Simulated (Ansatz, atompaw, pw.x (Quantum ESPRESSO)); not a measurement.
**Pm (Z = 61): does the PAW (atompaw) potential hold in the solid?**

* Element: Pm
* Generator: atompaw 4.2.0.5
* Type: PAW
* Functional: PBE
* Relativity: scalar-relativistic
* Frozen core: [Kr] 4d10
* Valence charge: 15
* Reference configuration: 4f5 5s2 5p6 5d0 6s2 6p0
* Partial waves: 5s (bound): rc 1.60 bohr; 6s (bound): rc 3.00 bohr; 5p (bound): rc 1.90 bohr; 6p (bound, empty): rc 3.00 bohr; 5d (bound, empty): rc 3.00 bohr; 5d channel at 1.05 Ry: rc 3.00 bohr; 4f (bound): rc 1.80 bohr; 4f channel at 0.45 Ry: rc 1.80 bohr
* Local potential: troulliermartins scheme with l = 4 at 0 Ry, radius 2.90 bohr
* Core correction: smooth core density matched at 2.35 bohr
* Augmentation charge: sinc compensation charge, radius 2.50 bohr; PAW radius 3.00 bohr; waves and projectors: custom polynom vanderbiltortho

Crystal test: sc Pm in pw.x 7.5, no spin, 13³ k-points, Fermi–Dirac smearing 0.01 Ry, cutoffs 100/900 Ry. The reference is all-electron LAPW (Ansatz 0.2.0) with the same functional, mesh and smearing; V0 and B0 come from Birch–Murnaghan fits to the pressures at five volumes. Errors are pseudo minus all-electron; Δ is the rms difference of the E(V) curves that follow from these fits, minima aligned, over ±6 % about the mean V0. Mesh and smearing are coarse, so the numbers serve the comparison and aren't converged zero-temperature values; the lattice is a test structure that the element need not adopt. Spin polarisation and strong correlation are left out, which matters for this element.

| V (Å³/atom) | P all-electron (GPa) | P pseudo (GPa) |
| --- | --- | --- |
| 16.989 | 4.54 | 3.55 |
| 17.436 | 1.63 | 0.92 |
| 17.883 | -0.78 | -1.32 |
| 18.330 | -2.76 | -3.17 |
| 18.777 | -4.34 | -4.67 |

All-electron: a0 = 2.607 Å (V0 = 17.73 Å³/atom), B0 = 92.3 GPa.

Pseudopotential: mean pressure error (GPa): -0.60; a0 (Å): 2.602; a0 error (%): -0.23; B0 error (%): -3.5; Δ (meV/atom): 2.6. The largest radius (3.00 bohr) exceeds half the bond length (2.47 bohr), so the spheres overlap, which is one possible source of error among others. The logarithmic derivative shows an extra or strongly shifted pseudo pole above the reference energy (s near 1.62 Ry).

Question: At the middle volume, how do free energy and pressure move when the wave cutoff is lowered (ecutrho held at 900 Ry)?

Answer:

| cutoff (Ry) | shift of F (meV/atom) | shift of P (GPa) |
| --- | --- | --- |
| 45 | +171.3 | -1.71 |
| 60 | +28.6 | -1.62 |
| 80 | +9.5 | -0.17 |

The run at the middle volume (84 k-points, 14 iterations) took about 52 s on one core of a shared host (Intel(R) Xeon(R) 6975P-C, 192 threads, 378 GiB, load 64).
